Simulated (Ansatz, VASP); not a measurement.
## Sc2Al: VASP beside Ansatz

```
Sc Al
1.0
     4.89261    0.00000    0.00000
    -2.44631    4.23713    0.00000
     0.00000    0.00000    6.16142
Sc Al
4 2
Direct
  0.00000 0.00000 0.00000
  0.00000 0.00000 0.50000
  0.33333 0.66667 0.75000
  0.66667 0.33333 0.25000
  0.33333 0.66667 0.25000
  0.66667 0.33333 0.75000
```

The cell comes from a database or a generator and needn't be the stable form of this composition.

Alike in both runs: task single point; functional PBEsol; k mesh 6 × 6 × 4; no spin polarisation.

|  | VASP | Ansatz |
| --- | --- | --- |
| version | VASP 6.6.1 | Ansatz 0.2.0 |
| potentials or method | VASP PAW PBE potentials, release 64 (Sc_sv, Al) | plane waves, PAW |
| plane-wave cutoff (eV) | 520 | 450 |
| occupations | fermi-dirac, width 0.1 eV | fermi-dirac |
| valence electrons in the cell | 50 | 50 |

Ansatz gave:

| Property | Result |
| --- | --- |
| pressure (GPa) | -2.0 |

Task: What did VASP give for the same quantities?

Result: Pressure (GPa): -1.9.

Caveats: the PAW data sets were made with another functional, which shifts forces and pressure a little (VASP).
